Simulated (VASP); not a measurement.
# Ru in VASP: a series of runs

The runs below take Ru through single point, relaxation of the atoms, with PBE.

Program: VASP 6.6.1. These are calculated values, not measurements. Logs are shortened: lines on timing, memory, paths and dates and some standing lists are left out, and cuts for length are marked.

## 1. The structure

The cell holds a slab with vacuum, 12 atoms: a = 5.412 Å, b = 5.412 Å, c = 20.282 Å, α = 90.00°, β = 90.00°, γ = 60.00°.

The cell was built by a generator and needn't be a form met in nature.

## 2. Single point, PBE

File INCAR:

```
SYSTEM = Ru
PREC = Accurate
ENCUT = 520
EDIFF = 1E-6
ISMEAR = 0
SIGMA = 0.1
LREAL = .FALSE.
LASPH = .TRUE.
NELM = 100
ALGO = Fast
ISIF = 2
LWAVE = .FALSE.
LCHARG = .TRUE.
LDIPOL = .TRUE.
IDIPOL = 3
DIPOL = 0.5 0.5 0.496
GGA = PE
LELF = .TRUE.
LVHAR = .TRUE.
LVACPOTAV = .TRUE.
NBANDS = 96
```

File KPOINTS:

```
regular mesh
0
G
  4 4 1
  0 0 0
```

File POSCAR:

```
Ru
1.0
    5.4120000000      0.0000000000      0.0000000000
    2.7060000000      4.6869294853      0.0000000000
    0.0000000000      0.0000000000     20.2820000000
Ru
12
Direct
    0.0000000000      0.0000000000      0.3944384183
    0.5000000000      0.0000000000      0.3944384183
    0.0000000000      0.5000000000      0.3944384183
    0.5000000000      0.5000000000      0.3944384183
   -0.1666666667      0.3333333333      0.4964220260
    0.3333333333      0.3333333333      0.4964220260
   -0.1666666667      0.8333333333      0.4964220260
    0.3333333333      0.8333333333      0.4964220260
    0.0000000000      0.0000000000      0.5983793859
    0.5000000000      0.0000000000      0.5983793859
    0.0000000000      0.5000000000      0.5983793859
    0.5000000000      0.5000000000      0.5983793859
```

Potentials or basis: VASP PAW PBE potentials, release 64 (Ru_pv).

Run with:

```bash
$ cat potpaw_PBE.64/Ru_pv/POTCAR > POTCAR
$ mpirun -np 1 vasp_std > vasp.out
```

OUTCAR:

```text
SYSTEM = Ru
   PREC = Accurate
   ENCUT = 520
   EDIFF = 1E-6
   ISMEAR = 0
   LREAL = .FALSE.
   LASPH = .TRUE.
   NELM = 100
   ISIF = 2
   GGA = PE

 ion  position               nearest neighbor table
   1  0.000  0.000  0.394-   8 2.59   5 2.59   7 2.59   2 2.71   2 2.71   3 2.71   4 2.71   3 2.71
                             4 2.71
   2  0.500  0.000  0.394-   7 2.59   6 2.59   8 2.59   1 2.71   1 2.71   3 2.71   4 2.71   4 2.71
                             3 2.71
   3  0.000  0.500  0.394-   6 2.59   7 2.59   5 2.59   4 2.71   4 2.71   1 2.71   2 2.71   2 2.71
                             1 2.71
   4  0.500  0.500  0.394-   5 2.59   8 2.59   6 2.59   3 2.71   3 2.71   1 2.71   2 2.71   1 2.71
                             2 2.71
   5  0.833  0.333  0.496-  12 2.59   9 2.59  11 2.59   4 2.59   1 2.59   3 2.59   6 2.71   6 2.71
                             7 2.71   8 2.71   7 2.71   8 2.71
   6  0.333  0.333  0.496-  11 2.59  10 2.59  12 2.59   3 2.59   2 2.59   4 2.59   5 2.71   5 2.71
                             7 2.71   8 2.71   8 2.71   7 2.71
   7  0.833  0.833  0.496-  10 2.59  11 2.59   9 2.59   2 2.59   3 2.59   1 2.59   8 2.71   8 2.71
                             5 2.71   6 2.71   6 2.71   5 2.71
   8  0.333  0.833  0.496-   9 2.59  12 2.59  10 2.59   1 2.59   4 2.59   2 2.59   7 2.71   7 2.71
                             5 2.71   6 2.71   5 2.71   6 2.71
   9  0.000  0.000  0.598-   8 2.59   5 2.59   7 2.59  10 2.71  10 2.71  11 2.71  12 2.71  11 2.71
[... 14 lines left out ...]
 A1 = (  -2.7060000000,  -4.6869294853,   0.0000000000)
 A2 = (   5.4120000000,   0.0000000000,   0.0000000000)
 A3 = (   0.0000000000,   0.0000000000,  20.2820000000)

Analysis of symmetry for initial positions (statically):
=====================================================================
 Subroutine PRICEL returns following result:

  LATTYP: Found a hexagonal cell.
 ALAT       =     2.7060000000
 C/A-ratio  =     7.4951958610

  Lattice vectors:

 A1 = (  -1.3530000000,  -2.3434647427,   0.0000000000)
 A2 = (   2.7060000000,   0.0000000000,   0.0000000000)
 A3 = (   0.0000000000,   0.0000000000,  20.2820000000)

   4 primitive cells build up your supercell.

 Routine SETGRP: Setting up the symmetry group for a
 hexagonal supercell.

 Subroutine GETGRP returns: Found  6 space group operations
 (whereof  6 operations were pure point group operations)
 out of a pool of 24 trial point group operations.

The static configuration has the point symmetry C_3v.

Analysis of symmetry for dynamics (positions and initial velocities):
=====================================================================
 Subroutine PRICEL returns following result:

  LATTYP: Found a hexagonal cell.
 ALAT       =     2.7060000000
 C/A-ratio  =     7.4951958610

  Lattice vectors:

 A1 = (  -1.3530000000,  -2.3434647427,   0.0000000000)
 A2 = (   2.7060000000,   0.0000000000,   0.0000000000)
 A3 = (   0.0000000000,   0.0000000000,  20.2820000000)

   4 primitive cells build up your supercell.

 Routine SETGRP: Setting up the symmetry group for a
 hexagonal supercell.

 Subroutine GETGRP returns: Found  6 space group operations
 (whereof  6 operations were pure point group operations)
 out of a pool of 24 trial point group operations.

The dynamic configuration has the point symmetry C_3v.

 Subroutine INISYM returns: Found  6 space group operations
 (whereof  6 operations are pure point group operations),
 and found     4 'primitive' translations

----------------------------------------------------------------------------------------

                                     Primitive cell

  volume of cell :     128.6166

  direct lattice vectors                    reciprocal lattice vectors
    -1.353000000 -2.343464743  0.000000000     0.000000000 -0.426718603  0.000000000
     2.706000000  0.000000000  0.000000000     0.369549150 -0.213359301  0.000000000
     0.000000000  0.000000000 20.282000000     0.000000000  0.000000000  0.049304802

  length of vectors
     2.706000000  2.706000000 20.282000000     0.426718603  0.426718603  0.049304802

  position of ions in fractional coordinates (direct lattice)
     0.000000000  0.000000000  0.394438418
     0.333333333  0.666666667  0.496422026
     0.000000000  0.000000000  0.598379386

  ion indices of the primitive-cell ions
   primitive index   ion index
                 1           1
                 2           7
                 3           9

----------------------------------------------------------------------------------------

 KPOINTS: regular mesh

Automatic generation of k-mesh.
 Grid dimensions read from file:
 generate k-points for:    4    4    1

 Generating k-lattice:

  Cartesian coordinates                     Fractional coordinates (reciprocal lattice)
     0.046193644 -0.026669913  0.000000000     0.250000000  0.000000000  0.000000000
     0.000000000  0.053339825  0.000000000     0.000000000  0.250000000  0.000000000
     0.000000000  0.000000000  0.049304802     0.000000000  0.000000000  1.000000000

  Length of vectors
     0.053339825  0.053339825  0.049304802

  Shift w.r.t. Gamma in fractional coordinates (k-lattice)
     0.000000000  0.000000000  0.000000000

 Subroutine IBZKPT returns following result:
 ===========================================

 Found      4 irreducible k-points:

 Following reciprocal coordinates:
            Coordinates               Weight
  0.000000  0.000000  0.000000      1.000000
  0.250000 -0.000000  0.000000      6.000000
  0.500000 -0.000000  0.000000      3.000000
  0.500000  0.250000  0.000000      6.000000
   k-points           NKPTS =      4   k-points in BZ     NKDIM =      4   number of bands    NBANDS=     96
   number of dos      NEDOS =    301   number of ions     NIONS =     12
   total plane-waves  NPLWV = 256000
   dimension x,y,z NGX =    40 NGY =   40 NGZ =  160
   dimension x,y,z NGXF=    80 NGYF=   80 NGZF=  320
   ions per type =              12
   NGX,Y,Z   is equivalent  to a cutoff of  12.29, 12.29, 13.11 a.u.
   NGXF,Y,Z  is equivalent  to a cutoff of  24.57, 24.57, 26.23 a.u.
 SYSTEM =  Ru
   PREC   = accura    normal or accurate (medium, high low for compatibility)
   ISTART =      0    job   : 0-new  1-cont  2-samecut
   ICHARG =      2    charge: 1-file 2-atom 10-const
   ISPIN  =      1    spin polarized calculation?
   LNONCOLLINEAR =      F non collinear calculations
   LSORBIT =      F    spin-orbit coupling
   LASPH  =      T    aspherical Exc in radial PAW
   ENCUT  =  520.0 eV  38.22 Ry    6.18 a.u.  10.06 10.06 37.71*2*pi/ulx,y,z
   NELM   =    100;   NELMIN=  2; NELMDL= -5     # of ELM steps
   EDIFF  = 0.1E-05   stopping-criterion for ELM
   LREAL  =      F    real-space projection
   EDIFFG = 0.1E-04   stopping-criterion for IOM
   NSW    =      0    number of steps for IOM
   IBRION =     -1    ionic relax: 0-MD 1-quasi-New 2-CG
   NFREE  =      0    steps in history (QN), initial steepest desc. (CG)
   ISIF   =      2    stress and relaxation
   ISYM   =      2    0-nonsym 1-usesym 2-fastsym
   POTIM  = 0.5000    time-step for ionic-motion
   TEBEG  =    0.0;   TEEND  =   0.0 temperature during run
   PSTRESS=    0.0 pullay stress
   NELECT =     168.0000    total number of electrons
   NUPDOWN=      -1.0000    fix difference up-down
   EMIN   =  10.00;   EMAX   =-10.00  energy-range for DOS
   EFERMI =   0.00;   METHOD = LEGACY
   ISMEAR =     0;   SIGMA  =   0.10  broadening in eV -4-tet -1-fermi 0-gaus
   EFERMI_NEDOS =   21; number of points for ismear=-14 and -15
   IALGO  =     68    algorithm
   IMIX   =      4    mixing-type and parameters
     AMIX     =   0.40;   BMIX     =  1.00
     AMIX_MAG =   1.60;   BMIX_MAG =  1.00
  volume/ion in A,a.u.               =      42.87       289.32
  Fermi-wavevector in a.u.,A,eV,Ry     =   1.127350  2.130383 17.291902  1.270919
  Thomas-Fermi vector in A             =   2.264036
   LORBIT       =      0    0 simple, 1 ext, 2 COOP (PROOUT), +10 PAW based schemes
   GGA     = PE    functional components
   LHFCALC =     F    Hartree Fock is set to
   AEXX    =    0.0000 exact exchange contribution
   IVDW    =     0    specifies the selected vdW correction
   LEPSILON=     F    determine dielectric tensor
   LRPA    =     F    only Hartree local field effects (RPA)
 non-spin polarized calculation
 RMM-DIIS sequential band-by-band and
 Gauss-broadening in eV      SIGMA  =   0.10
  energy-cutoff  :      520.00
  volume of cell :      514.47
 maximum number of plane-waves:     13896
   NGX = 21   NGY = 21   NGZ = 75

 dipolmoment           0.000000      0.000000      0.001496 electrons x Angstroem

 number of electron     167.9999977 magnetization

 dipolmoment           0.000000      0.000000     -0.000086 electrons x Angstroem

 Free energy of the ion-electron system (eV)
  ---------------------------------------------------
  ext. energy  EPLUGINS =         0.00000000
  ---------------------------------------------------
  free energy    TOTEN  =      -102.83912594 eV

  energy without entropy =     -102.76339647  energy(sigma->0) =     -102.80126120

 E-fermi :   0.6981     XC(G=0):  -5.4360

 val. band max:        0.6478494934   @ k =   0.2500  -0.0000   0.0000
 cond. band min:       0.7122914640   @ k =   0.0000   0.0000   0.0000
 fundamental gap:      0.0644419706
 Fermi energy:         0.6981316365

 k-point     1 :       0.0000    0.0000    0.0000
  band No.  band energies     occupation
      1     -43.0774      2.00000
      2     -43.0774      2.00000
      3     -43.0774      2.00000
      4     -42.9731      2.00000
      5     -42.7952      2.00000
      6     -42.7952      2.00000
[... 385 lines left out ...]
     95       1.7574      0.00000
     96       1.7587      0.00000

------------------------ aborting loop because EDIFF is reached ----------------------------------------

  FORCE on cell =-STRESS in cart. coord.  units (eV):
  Direction    XX          YY          ZZ          XY          YZ          ZX
  --------------------------------------------------------------------------------------
  -------------------------------------------------------------------------------------
  Total       -5.3761201     -5.3761201      0.0396049      0.0000000      0.0000000     -0.0000000
  in kB      -16.7425869    -16.7425869      0.1233395      0.0000000      0.0000000     -0.0000000
  external PRESSURE =     -11.1206114 kB  Pullay stress =       0.0000000 kB

 VOLUME and BASIS-vectors are now :
 -----------------------------------------------------------------------------
  energy-cutoff  :      520.00
  volume of cell :      514.47
      direct lattice vectors                 reciprocal lattice vectors
     5.412000000  0.000000000  0.000000000     0.184774575 -0.106679651  0.000000000
     2.706000000  4.686929485  0.000000000     0.000000000  0.213359301  0.000000000
     0.000000000  0.000000000 20.282000000     0.000000000  0.000000000  0.049304802

 POSITION                                       TOTAL-FORCE (eV/Angst)
 -----------------------------------------------------------------------------------
      0.00000      0.00000      8.00000         0.000000     -0.000000     -0.008742
      2.70600      0.00000      8.00000        -0.000000     -0.000000     -0.008742
      1.35300      2.34346      8.00000         0.000000      0.000000     -0.008742
      4.05900      2.34346      8.00000        -0.000000     -0.000000     -0.008742
      5.41200      1.56231     10.06843         0.000000     -0.000000     -0.005315
      2.70600      1.56231     10.06843         0.000000      0.000000     -0.005315
      6.76500      3.90577     10.06843         0.000000     -0.000000     -0.005315
      4.05900      3.90577     10.06843        -0.000000      0.000000     -0.005315
      0.00000      0.00000     12.13633        -0.000000      0.000000      0.014057
      2.70600      0.00000     12.13633         0.000000     -0.000000      0.014057
      1.35300      2.34346     12.13633         0.000000     -0.000000      0.014057
      4.05900      2.34346     12.13633         0.000000     -0.000000      0.014057
 -----------------------------------------------------------------------------------
    total drift:                                0.000001      0.000001      0.000866

  FREE ENERGIE OF THE ION-ELECTRON SYSTEM (eV)
  ---------------------------------------------------
  free  energy   TOTEN  =      -102.8391259376 eV

  energy  without entropy=     -102.7633964657  energy(sigma->0) =     -102.80126120

 vacuum level on the upper side and lower side of the slab         5.697         5.698
```

It took 12 min on 1 thread of Intel Xeon Platinum 8375C at 2.90GHz (Ice Lake), shared host; peak memory 0.58 GiB.

Results:

```
Free energy                     : -102.8391 eV
Largest force                   : 0.014 eV/Å
Band gap on the k mesh          : none (metal or under the smearing width)
Work function of the upper face : 5.00 eV
Work function of the lower face : 5.00 eV
```

Forces in eV/Å, atoms in the order of the input:
```
Ru   0.000  0.000 -0.009
Ru   0.000  0.000 -0.009
Ru   0.000  0.000 -0.009
Ru   0.000  0.000 -0.009
Ru   0.000  0.000 -0.005
Ru   0.000  0.000 -0.005
Ru   0.000  0.000 -0.005
Ru   0.000  0.000 -0.005
Ru   0.000  0.000  0.014
Ru   0.000  0.000  0.014
Ru   0.000  0.000  0.014
Ru   0.000  0.000  0.014
```

Levels at points of the mesh, in eV from the Fermi level:
```csv
k point,band 81,band 82,band 83,band 84,band 85,band 86,band 87,band 88
"(0.00, 0.00, 0.00)",0.63,0.63,0.63,0.77,0.77,1.28,1.28,1.29
"(0.50, 0.00, 0.00)",-0.57,-0.57,-0.16,-0.16,-0.06,-0.06,0.11,0.11
```

## 3. Relaxation of the atoms, PBE

File INCAR:

```
SYSTEM = Ru
PREC = Accurate
ENCUT = 520
EDIFF = 1E-6
ISMEAR = 0
SIGMA = 0.1
LREAL = .FALSE.
LASPH = .TRUE.
NELM = 100
ALGO = Fast
ISIF = 2
LWAVE = .FALSE.
LCHARG = .FALSE.
LDIPOL = .TRUE.
IDIPOL = 3
DIPOL = 0.5 0.5 0.500
GGA = PE
IBRION = 2
NSW = 100
EDIFFG = -0.01
```

KPOINTS is that of step 2.

File POSCAR:

```
Ru
1.0
    5.4120000000      0.0000000000      0.0000000000
    2.7060000000      4.6869294853      0.0000000000
    0.0000000000      0.0000000000     20.2820000000
Ru
12
Selective dynamics
Direct
    0.0000000000      0.0000000000      0.3944384183  F F F
    0.5000000000      0.0000000000      0.3944384183  F F F
    0.0000000000      0.5000000000      0.3944384183  F F F
    0.5000000000      0.5000000000      0.3944384183  F F F
   -0.1666666667      0.3333333333      0.5000000000  T T T
    0.3333333333      0.3333333333      0.5000000000  T T T
   -0.1666666667      0.8333333333      0.5000000000  T T T
    0.3333333333      0.8333333333      0.5000000000  T T T
    0.0000000000      0.0000000000      0.6055615817  T T T
    0.5000000000      0.0000000000      0.6055615817  T T T
    0.0000000000      0.5000000000      0.6055615817  T T T
    0.5000000000      0.5000000000      0.6055615817  T T T
```

Potentials or basis: VASP PAW PBE potentials, release 64 (Ru_pv).

Run with:

```bash
$ cat potpaw_PBE.64/Ru_pv/POTCAR > POTCAR
$ mpirun -np 1 vasp_std > vasp.out
```

Run time: 38 min. Hardware: 1 thread of Intel Xeon Platinum 8375C at 2.90GHz (Ice Lake), shared host; peak memory 0.63 GiB.

The run converged. Its results:

* Free energy: -102.8392 eV
* Energy gained by relaxing: 20.5 meV/atom
* Ionic steps: 5
* Band gap on the k mesh: none (metal or under the smearing width)

The path:
```csv
step,energy change (eV),largest force (eV/Å),pressure (GPa)
1,0.0000,0.8096,-3.54
2,-0.0995,0.7607,-2.92
3,-0.1378,0.7110,-2.19
4,-0.2080,0.4392,-1.78
5,-0.2458,0.0058,-1.15
```

Final structure:
```
Ru
1.0
     5.41200    0.00000    0.00000
     2.70600    4.68693    0.00000
     0.00000    0.00000   20.28200
Ru
12
Direct
  0.00000 0.00000 0.39444
  0.50000 0.00000 0.39444
  0.00000 0.50000 0.39444
  0.50000 0.50000 0.39444
  0.83333 0.33333 0.49645
  0.33333 0.33333 0.49645
  0.83333 0.83333 0.49645
  0.33333 0.83333 0.49645
  0.00000 0.00000 0.59849
  0.50000 0.00000 0.59849
  0.00000 0.50000 0.59849
  0.50000 0.50000 0.59849
```

Levels at points of the mesh, in eV from the Fermi level:
```tsv
k point	band 82	band 83	band 84	band 85	band 86	band 87
(0.00, 0.00, 0.00)	0.63	0.63	0.77	0.77	1.27	1.27
(0.50, 0.00, 0.00)	-0.57	-0.16	-0.16	-0.06	-0.06	0.11
```
